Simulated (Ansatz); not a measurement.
# KZnF3: band gap under strain

How does strain move the band edges of KZnF3 built on the cubic perovskite prototype, and do the functionals agree on it? States: no strain; -2.0 % shear in the xy plane; -5.0 % strain along z alone.

The runs shown are made with Ansatz 0.2.0. PAW datasets, plane waves. Spin-unpolarised throughout; all numbers are computed.

**1. The cell**

The unstrained cell was relaxed with r2SCAN; in each strained cell the atoms were relaxed again with r2SCAN. Names of k-points are those of the unstrained zone, where strain can split equivalent points. First state: no strain.

Space group Pm-3m (No. 221), cubic; a = 4.046 Å in the conventional setting, 13.25 Å³ an atom. K has 12 F at 2.86 Å; Zn has 6 F at 2.02 Å; F has 2 Zn at 2.02 Å and 4 K at 2.86 Å.

As a file:

```cif
data_structure
_symmetry_space_group_name_H-M 'Pm-3m'
_symmetry_Int_Tables_number 221
_cell_length_a 4.0462
_cell_length_b 4.0462
_cell_length_c 4.0462
_cell_angle_alpha 90.000
_cell_angle_beta 90.000
_cell_angle_gamma 90.000
_cell_volume 66.24
loop_
_atom_site_label
_atom_site_type_symbol
_atom_site_symmetry_multiplicity
_atom_site_Wyckoff_symbol
_atom_site_fract_x
_atom_site_fract_y
_atom_site_fract_z
_atom_site_occupancy
K1 K 1 a 0.00000 0.00000 0.00000 1
Zn1 Zn 1 b 0.50000 0.50000 0.50000 1
F1 F 3 c 0.50000 0.50000 0.00000 1
```

**2. No strain: PBE**

Input file input.yaml:

```yaml
crystal:
  lattice:
    - [4.0461677399, 0.0, 0.0]
    - [0.0, 4.0461677399, 0.0]
    - [0.0, 0.0, 4.0461677399]
  atoms:
    - { symbol: K, position: [0.0, 0.0, 0.0] }
    - { symbol: Zn, position: [0.5, 0.5, 0.5] }
    - { symbol: F, position: [0.5, 0.5, 0.0] }
    - { symbol: F, position: [0.5, 0.0, 0.5] }
    - { symbol: F, position: [0.0, 0.5, 0.5] }
kpoints:
  mp_grid: { grid: [6, 6, 6] }
  band_path:
    path: [[0.0, 0.0, 0.0], [0.0, 0.5, 0.0], [0.5, 0.5, 0.0], [0.5, 0.5, 0.5]]
    npoints: 1
hamiltonian:
  xc: pbe
scf:
  occupations: { method: fermi_dirac, width: 0.02 }
  n_extra_bands: 5
output:
  forces: true
  stress: true
  eigenvalues: true
```

Started as:

```bash
$ ansatz run input.yaml --threads 4 --pin off --max-ram 4608MiB --backend cpu --events-out ev --progress --plain --runs-dir out
```

Further steps of the session: No strain: r2SCAN; No strain: HSE06; -2.0 % shear in the xy plane: PBE; -2.0 % shear in the xy plane: r2SCAN; -2.0 % shear in the xy plane: HSE06; -5.0 % strain along z alone: PBE; -5.0 % strain along z alone: r2SCAN; -5.0 % strain along z alone: HSE06.

Before running it: what results should come out?

As calculated:

Least gap in eV (negative: overlap), with the change from the unstrained cell in brackets:

| state | volume change (%) | PBE | r2SCAN | HSE06 |
| --- | --- | --- | --- | --- |
| no strain | +0.0 | 3.87 | 4.64 | 6.36 |
| -2.0 % shear in the xy plane | -0.0 | 3.87 (+0.00) | 4.64 (+0.00) | 6.36 (+0.00) |
| -5.0 % strain along z alone | -5.0 | 3.85 (-0.02) | 4.62 (-0.02) | 6.38 (+0.02) |

In words: The HSE06 gap hardly moves: by 0.022 eV at most. PBE and HSE06 differ by 2.49 eV on the unstrained gap, and by at most 0.04 eV on its change.
